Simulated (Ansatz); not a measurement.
# Ge (Fmmm) in Ansatz: a series of runs

One crystal, Ge, is run at these levels: PBE, PBEsol; tasks: single point.

All numbers are computed with Ansatz 0.2.0; they aren't measurements. Logs are shortened: lines on timing, memory, paths and dates and some standing lists are left out, and cuts for length are marked.

## Step 1: Starting point

It takes space group Fmmm (No. 69, orthorhombic). Conventional cell: a = 5.261 Å, b = 5.771 Å, c = 10.231 Å, α = 90.00°, β = 90.00°, γ = 90.00°. Ge (site symmetry m2m) has 5 Ge at 2.61 to 2.73 Å as nearest neighbours. Ge (site symmetry mm2) is surrounded by 6 Ge at 2.71 to 2.96 Å.

This isn't the form of Ge at room conditions, which is diamond.

## Step 2: Single point, PBE

Contents of input.yaml:

```yaml
crystal:
  lattice:
    - [0.0, 2.88574, 5.115665]
    - [2.630497, 0.0, 5.115665]
    - [2.630497, 2.88574, 0.0]
  atoms:
    - { symbol: Ge, position: [0.72649, 0.27351, 0.72649] }
    - { symbol: Ge, position: [0.27351, 0.72649, 0.27351] }
    - { symbol: Ge, position: [0.218133, 0.218133, 0.781867] }
    - { symbol: Ge, position: [0.781867, 0.781867, 0.218133] }
kpoints:
  mp_grid: { grid: [7, 7, 7] }
scf:
  occupations: { method: gaussian, width: 0.1 }
hamiltonian:
  xc: pbe
  pseudopotentials: { kind: all_electron, lapw: { basis_error: 0.002 } }
output:
  forces: true
  stress: true
  eigenvalues: true
```

Potentials or basis: all-electron LAPW, scalar-relativistic.

Command:

```console
ansatz run input.yaml --threads 2 --pin off --max-ram 6144MiB --backend cpu --events-out ev --progress --plain --runs-dir out
```

The program printed:

```text
Warning: RAYON_NUM_THREADS=2 ignored (pool sized by the plan → 2); use --threads N
LAPW: plane waves up to 8.041 Å⁻¹, error target 2.0e-3 eV per atom; small_component_spin mean_spin; Ge in spheres of 1.307 Å, 22 of its electrons in bands, Dirac shells [] (how accurate: hamiltonian.pseudopotentials.lapw.basis_error, Limitations)
Engine: ansatz 0.2.0, aarch64-unknown-linux-gnu
Pseudopotentials: kind: all_electron
Pseudopotential: Ge, LAPW, valence charge 22, lapw/all_electron/scalar/gaussian/Ge, Koelling and Harmon's equation, gaussian nucleus
Functional definition: PBE
  parameter kappa = 0.804
  parameter beta = 0.06672455060314922
  exchange = pbe_x(kappa = kappa, mu = beta*pi^2/3)
  correlation = pbe_c(beta = beta)
Crystal: 4 atoms, lattice volume = 77.665 Å³
Basis set: ecut = 246.3707452114089 eV, 661 PW (Γ), FFT grids on a1−a2, a2, a3, exchange–correlation at level 2
Bands: 53, of which v1, the nominal top of the filled ones, is band 44 counted from 1 (43 counted from 0)
Symmetry: 8 space group operations
Space group: Fmmm (ITA 69), of the structure as read, at distance tolerance 4.3e-5 Å
k-points: 64 of 343
Non-local potential: Ge, projectors of the file, none
Initial density: superposition of atomic densities (chi_scale 0.1, normalization cell)
Initial wavefunctions: plane waves of lowest kinetic energy (no species holds an atomic orbital)
Functional: x = pbe(κ = 0.804, μ = 0.2195149727645171), c = pbe(β = 0.06672455060314922)
iter 1 solved again at ethr=1.30e-4 eV; its pass at ethr=1.00e-1 eV (dr2=1.14e-1 eV) is discarded
SCF iter   1: F=—  HF=-228464.343431 eV  |F-HF|=—  |Δ(HF+E_count)|=         —  Δρ=1.42e-2  dr2=1.15e-1  ethr=1.30e-4  ⟨swp⟩=3.0  Hψ=22034  notcnv=0
preconditioner: auto → Kerker (q_TF=auto, 2.786 Å⁻¹)  [metal: Δε(μ)=0.007 eV  Ē_g=23.456 eV  σ=0.100 eV  W_gap=0.04  n_scr=32 (ndim 8)  ℏωp=31.5 eV  f_vac=0.000  D(μ)=1.50/eV (n_scr^D=10)]
SCF iter   2: F=—  HF=-228464.310805 eV  |F-HF|=—  |Δ(HF+E_count)|=   3.26e-2  Δρ=9.52e-3  dr2=5.94e-2  ethr=1.30e-4  ⟨swp⟩=2.0  Hψ=9510  notcnv=0
SCF iter   3: F=—  HF=-228464.312350 eV  |F-HF|=—  |Δ(HF+E_count)|=   1.55e-3  Δρ=5.07e-3  dr2=1.86e-2  ethr=6.74e-5  ⟨swp⟩=2.0  Hψ=9503  notcnv=0
SCF iter   4: F=—  HF=-228464.311212 eV  |F-HF|=—  |Δ(HF+E_count)|=   1.14e-3  Δρ=1.90e-3  dr2=3.38e-3  ethr=2.11e-5  ⟨swp⟩=2.0  Hψ=9504  notcnv=0
iter 5 solved again at ethr=1.22e-7 eV; its pass at ethr=3.84e-6 eV (dr2=1.07e-4 eV) is discarded
SCF iter   5: F=—  HF=-228464.311232 eV  |F-HF|=—  |Δ(HF+E_count)|=   2.01e-5  Δρ=3.20e-4  dr2=1.07e-4  ethr=1.22e-7  ⟨swp⟩=2.0  Hψ=16430  notcnv=0
SCF iter   6: F=—  HF=-228464.311252 eV  |F-HF|=—  |Δ(HF+E_count)|=   1.98e-5  Δρ=1.21e-4  dr2=1.52e-5  ethr=1.22e-7  ⟨swp⟩=2.2  Hψ=9515  notcnv=0
SCF iter   7: F=—  HF=-228464.311261 eV  |F-HF|=—  |Δ(HF+E_count)|=   9.44e-6  Δρ=3.26e-5  dr2=1.54e-6  ethr=1.73e-8  ⟨swp⟩=3.0  Hψ=9759  notcnv=0
SCF iter   8: F=—  HF=-228464.311255 eV  |F-HF|=—  |Δ(HF+E_count)|=   5.97e-6  Δρ=1.52e-5  dr2=1.42e-7  ethr=1.75e-9  ⟨swp⟩=2.0  Hψ=9501  notcnv=0
SCF iter   9: F=-228464.311256 eV  HF=-228464.311256 eV  |F-HF|=1.28e-9  |Δ(HF+E_count)|=   2.90e-8  Δρ=3.40e-6  dr2=9.34e-9  ethr=1.61e-10  ⟨swp⟩=3.0  Hψ=9636  notcnv=0
SCF 1 converged in 9 iterations: F = -228464.311256 eV  dr2 = 9.34e-9
SCF converged after 9 iterations
Free energy (F): -228464.311256 eV
Harris-Foulkes:  -228464.311256 eV  (|F-HF|=1.28e-9)
Internal energy: -228464.303854 eV  (E = F + TS)
E sigma→0 (E₀):  -228464.307555 eV
Entropy (-TS):   -0.007401 eV (-1.850 meV/atom)
Fermi energy:    12.111513 eV
--- Per-component energies (eV) ---
  E_band       = -3970.586766
  E_kinetic    = 233254.101115
  E_xc         = -8679.648591
  E_electrostatic = -453038.756378  (all electrons and nuclei)
  E_smearing   = -0.007401  (= −TS)
  E_closure    = 0.000000  (closes the sum)
  E_atoms      = -228447.199669  (free atoms, spherical and without spin; not in F)
  Σ components = -228464.311256   (vs F -228464.311256, Δ=0.00e0)
  Basis errors (estimates in eV, not in F): energy 6.8e-4 per atom: plane waves 6.5e-4 (3.7e-4 summed), levels above the bands 0.0e0, relativity 5.8e-8, radial functions 3.6e-5, core shells 4.8e-11; eigenvalues (radial functions only) 1.5e-6; not estimated: angular momenta, meshes, grids; target (lapw.basis_error) 2.0e-3; muffin-tin radii Ge 1.307 Å
--- Forces (eV/Å), atoms counted from 1 ---
  atom   1  Ge     0.00000000    -0.04381034     0.00000000
  atom   2  Ge     0.00000000     0.04381034     0.00000000
  atom   3  Ge     0.00000000     0.00000000     0.05328753
  atom   4  Ge     0.00000000     0.00000000    -0.05328753
  max |Σ_I F_I| component: 0.00e0 eV/Å
--- Stress (GPa, compression-positive) ---
       -0.402263       0.000000       0.000000
        0.000000       0.507049       0.000000
        0.000000       0.000000       0.103822
  P = ⅓ Tr σ = 0.0695 GPa (0.695 kbar)
--- Band table (eV; the first three rows and the last of 64) ---
  k-point 0: bands = ["-151.5769", "-151.5767", "-151.5747", "-151.5741", "-98.7224", "-98.7220", "-98.7177", "-98.7173", "-98.7113", "-98.7112", "-98.7004", "-98.6976", "-98.6937", "-98.6916", "-98.6890", "-98.6884", "-12.6238", "-12.5758", "-12.5409", "-12.5317", "-12.5299", "-12.5242", "-12.5213", "-12.5133", "-12.4803", "-12.4737", "-12.4475", "-12.4465", "-12.4124", "-12.4049", "-12.4007", "-12.3827", "-12.3819", "-12.3747", "-12.3398", "-12.2955", "-0.8140", "3.7751", "5.9338", "8.3492", "9.2658", "9.8166", "10.1698", "10.3227", "10.5523", "15.0836", "15.8483", "16.2089", "18.3744", "19.1180", "19.3450", "19.5154", "20.0096"]
  k-point 1: bands = ["-151.5769", "-151.5767", "-151.5746", "-151.5742", "-98.7224", "-98.7220", "-98.7177", "-98.7173", "-98.7113", "-98.7112", "-98.7004", "-98.6976", "-98.6935", "-98.6915", "-98.6892", "-98.6886", "-12.6119", "-12.5697", "-12.5416", "-12.5298", "-12.5241", "-12.5231", "-12.5217", "-12.4999", "-12.4789", "-12.4712", "-12.4517", "-12.4403", "-12.4137", "-12.4087", "-12.4056", "-12.3892", "-12.3854", "-12.3819", "-12.3442", "-12.3079", "-0.5895", "3.7314", "6.0809", "7.0726", "8.1690", "10.0293", "10.5434", "11.1375", "11.5993", "15.0574", "15.9989", "16.8626", "17.5614", "18.0167", "18.7840", "19.2633", "19.4797"]
  k-point 2: bands = ["-151.5769", "-151.5767", "-151.5746", "-151.5742", "-98.7224", "-98.7220", "-98.7176", "-98.7173", "-98.7113", "-98.7112", "-98.7004", "-98.6976", "-98.6928", "-98.6910", "-98.6899", "-98.6890", "-12.5789", "-12.5528", "-12.5455", "-12.5329", "-12.5165", "-12.5096", "-12.5028", "-12.4803", "-12.4738", "-12.4666", "-12.4583", "-12.4307", "-12.4253", "-12.4193", "-12.4112", "-12.4034", "-12.3985", "-12.3954", "-12.3564", "-12.3394", "0.0824", "3.7739", "4.6059", "6.1699", "8.2012", "10.2929", "11.1755", "12.3359", "13.0520", "13.4597", "15.3371", "15.9019", "17.1708", "17.9613", "18.8088", "18.9987", "19.3606"]
  k-point 63: bands = ["-151.5769", "-151.5767", "-151.5746", "-151.5742", "-98.7224", "-98.7219", "-98.7178", "-98.7172", "-98.7113", "-98.7112", "-98.7004", "-98.6976", "-98.6935", "-98.6915", "-98.6892", "-98.6886", "-12.6049", "-12.5587", "-12.5397", "-12.5291", "-12.5160", "-12.5064", "-12.4996", "-12.4989", "-12.4789", "-12.4656", "-12.4503", "-12.4436", "-12.4334", "-12.4153", "-12.4109", "-12.4052", "-12.3990", "-12.3840", "-12.3519", "-12.3093", "0.5434", "1.0146", "5.8849", "8.0433", "10.0718", "11.1368", "12.0233", "12.1157", "12.9541", "13.3272", "13.9546", "15.4982", "16.6461", "17.0852", "17.4131", "18.0899", "18.8603"]
```

It took 27 s on 2 threads of Arm Neoverse V1, shared host; peak memory 0.54 GiB.

What came out:

* Free energy: -228464.3113 eV
* Pressure: 0.1 GPa
* Largest force: 0.053 eV/Å
* Band gap on the k mesh: none (metal or under the smearing width)

Forces in eV/Å, atoms in the order of the input:
```
Ge   0.000 -0.044  0.000
Ge   0.000  0.044  0.000
Ge   0.000  0.000  0.053
Ge   0.000  0.000 -0.053
```

## Step 3: Single point, PBEsol

input.yaml, as its differences from that of step 2:

```diff
@@ -13,5 +13,5 @@
 scf:
-  occupations: { method: gaussian, width: 0.1 }
+  occupations: { method: gaussian, width: 0.02 }
 hamiltonian:
-  xc: pbe
+  xc: pbesol
   pseudopotentials: { kind: all_electron, lapw: { basis_error: 0.002 } }
```

Potentials or basis: all-electron LAPW, scalar-relativistic.

Command:

```console
ansatz run input.yaml --threads 2 --pin off --max-ram 6144MiB --backend cpu --events-out ev --progress --plain --runs-dir out
```

The program printed:

```text
Warning: RAYON_NUM_THREADS=2 ignored (pool sized by the plan → 2); use --threads N
LAPW: plane waves up to 8.044 Å⁻¹, error target 2.0e-3 eV per atom; small_component_spin mean_spin; Ge in spheres of 1.307 Å, 22 of its electrons in bands, Dirac shells [] (how accurate: hamiltonian.pseudopotentials.lapw.basis_error, Limitations)
Engine: ansatz 0.2.0, aarch64-unknown-linux-gnu
Pseudopotentials: kind: all_electron
Pseudopotential: Ge, LAPW, valence charge 22, lapw/all_electron/scalar/gaussian/Ge, Koelling and Harmon's equation, gaussian nucleus
Functional definition: PBEsol
  exchange = pbesol_x
  correlation = pbesol_c
Crystal: 4 atoms, lattice volume = 77.665 Å³
Basis set: ecut = 246.5313131768408 eV, 661 PW (Γ), FFT grids on a1−a2, a2, a3, exchange–correlation at level 2
Bands: 53, of which v1, the nominal top of the filled ones, is band 44 counted from 1 (43 counted from 0)
Symmetry: 8 space group operations
Space group: Fmmm (ITA 69), of the structure as read, at distance tolerance 4.3e-5 Å
k-points: 64 of 343
Non-local potential: Ge, projectors of the file, none
Initial density: superposition of atomic densities (chi_scale 0.1, normalization cell)
Initial wavefunctions: plane waves of lowest kinetic energy (no species holds an atomic orbital)
Functional: x = pbesol(κ = 0.804, μ = 0.12345679012345678), c = pbesol(β = 0.046)
[... 12 lines left out ...]
SCF 1 converged in 9 iterations: F = -228298.635831 eV  dr2 = 2.49e-8
SCF converged after 9 iterations
Free energy (F): -228298.635831 eV
Harris-Foulkes:  -228298.635831 eV  (|F-HF|=1.11e-9)
Internal energy: -228298.635443 eV  (E = F + TS)
E sigma→0 (E₀):  -228298.635637 eV
Entropy (-TS):   -0.000387 eV (-0.097 meV/atom)
Fermi energy:    11.971542 eV
--- Per-component energies (eV) ---
  E_band       = -3972.772039
  E_kinetic    = 233057.171291
  E_xc         = -8510.441446
  E_electrostatic = -452845.365288  (all electrons and nuclei)
  E_smearing   = -0.000387  (= −TS)
  E_closure    = 0.000000  (closes the sum)
  E_atoms      = -228279.676078  (free atoms, spherical and without spin; not in F)
  Σ components = -228298.635831   (vs F -228298.635831, Δ=0.00e0)
  Basis errors (estimates in eV, not in F): energy 6.7e-4 per atom: plane waves 6.4e-4 (3.7e-4 summed), levels above the bands 0.0e0, relativity 7.0e-9, radial functions 3.2e-5, core shells 5.0e-11; eigenvalues (radial functions only) 1.5e-6; not estimated: angular momenta, meshes, grids; target (lapw.basis_error) 2.0e-3; muffin-tin radii Ge 1.307 Å
--- Forces (eV/Å), atoms counted from 1 ---
  atom   1  Ge     0.00000000    -0.03865701     0.00000000
  atom   2  Ge     0.00000000     0.03865701     0.00000000
  atom   3  Ge     0.00000000     0.00000000     0.03970983
  atom   4  Ge     0.00000000     0.00000000    -0.03970983
  max |Σ_I F_I| component: 0.00e0 eV/Å
--- Stress (GPa, compression-positive) ---
       -3.907095       0.000000       0.000000
        0.000000      -2.999774       0.000000
        0.000000       0.000000      -3.404416
  P = ⅓ Tr σ = -3.4371 GPa (-34.371 kbar)
--- Band table (eV; the first three rows and the last of 64) ---
  k-point 0: bands = ["-151.3057", "-151.3052", "-151.3026", "-151.3024", "-98.6331", "-98.6325", "-98.6227", "-98.6222", "-98.6162", "-98.6160", "-98.6105", "-98.6078", "-98.6045", "-98.5997", "-98.5973", "-98.5941", "-12.7333", "-12.6815", "-12.6479", "-12.6400", "-12.6359", "-12.6294", "-12.6258", "-12.6202", "-12.5832", "-12.5795", "-12.5521", "-12.5501", "-12.5158", "-12.5081", "-12.5072", "-12.4883", "-12.4882", "-12.4823", "-12.4435", "-12.4040", "-0.9617", "3.6349", "5.7828", "8.2025", "9.1166", "9.6767", "10.0288", "10.1828", "10.4148", "14.8997", "15.6621", "16.0575", "18.2303", "18.9684", "19.1910", "19.3667", "19.8577"]
  k-point 1: bands = ["-151.3057", "-151.3052", "-151.3026", "-151.3024", "-98.6331", "-98.6326", "-98.6227", "-98.6222", "-98.6162", "-98.6160", "-98.6106", "-98.6078", "-98.6042", "-98.5999", "-98.5972", "-98.5942", "-12.7212", "-12.6754", "-12.6483", "-12.6366", "-12.6304", "-12.6289", "-12.6275", "-12.6063", "-12.5822", "-12.5768", "-12.5563", "-12.5438", "-12.5172", "-12.5126", "-12.5117", "-12.4949", "-12.4915", "-12.4892", "-12.4479", "-12.4164", "-0.7371", "3.5901", "5.9350", "6.9263", "8.0198", "9.8876", "10.4031", "10.9915", "11.4536", "14.9059", "15.8212", "16.6831", "17.4160", "17.8697", "18.6287", "19.1092", "19.3270"]
  k-point 2: bands = ["-151.3056", "-151.3053", "-151.3026", "-151.3024", "-98.6330", "-98.6326", "-98.6226", "-98.6223", "-98.6162", "-98.6160", "-98.6106", "-98.6078", "-98.6036", "-98.6006", "-98.5967", "-98.5947", "-12.6880", "-12.6584", "-12.6518", "-12.6387", "-12.6220", "-12.6159", "-12.6089", "-12.5873", "-12.5783", "-12.5713", "-12.5633", "-12.5348", "-12.5313", "-12.5233", "-12.5160", "-12.5092", "-12.5049", "-12.5008", "-12.4605", "-12.4475", "-0.0649", "3.6315", "4.4613", "6.0262", "8.0485", "10.1488", "11.0355", "12.1841", "12.9034", "13.3063", "15.1858", "15.7560", "17.0120", "17.7962", "18.6524", "18.8449", "19.1956"]
  k-point 63: bands = ["-151.3057", "-151.3052", "-151.3026", "-151.3024", "-98.6331", "-98.6326", "-98.6228", "-98.6222", "-98.6162", "-98.6160", "-98.6106", "-98.6078", "-98.6042", "-98.5999", "-98.5971", "-98.5942", "-12.7146", "-12.6633", "-12.6478", "-12.6345", "-12.6245", "-12.6117", "-12.6071", "-12.6023", "-12.5831", "-12.5703", "-12.5533", "-12.5481", "-12.5365", "-12.5228", "-12.5175", "-12.5100", "-12.5030", "-12.4921", "-12.4554", "-12.4178", "0.3956", "0.8688", "5.7418", "7.9001", "9.9260", "11.0012", "11.8820", "11.9690", "12.8072", "13.1741", "13.8062", "15.3484", "16.4887", "16.9290", "17.2392", "17.9233", "18.6922"]
```

Run time: 27 s. Hardware: 2 threads of Arm Neoverse V1, shared host; peak memory 0.54 GiB.

What came out:

```
Free energy            : -228298.6358 eV
Pressure               : -3.4 GPa
Largest force          : 0.040 eV/Å
Band gap on the k mesh : none (metal or under the smearing width)
```

Forces in eV/Å, atoms in the order of the input:
```
Ge   0.000 -0.039  0.000
Ge   0.000  0.039  0.000
Ge   0.000  0.000  0.040
Ge   0.000  0.000 -0.040
```

Levels at points of the mesh, in eV from the Fermi level:
```tsv
k point	band 41	band 42	band 43	band 44	band 45	band 46	band 47	band 48
(0.00, 0.00, 0.00)	-2.85	-2.29	-1.94	-1.79	-1.56	2.93	3.69	4.09
```
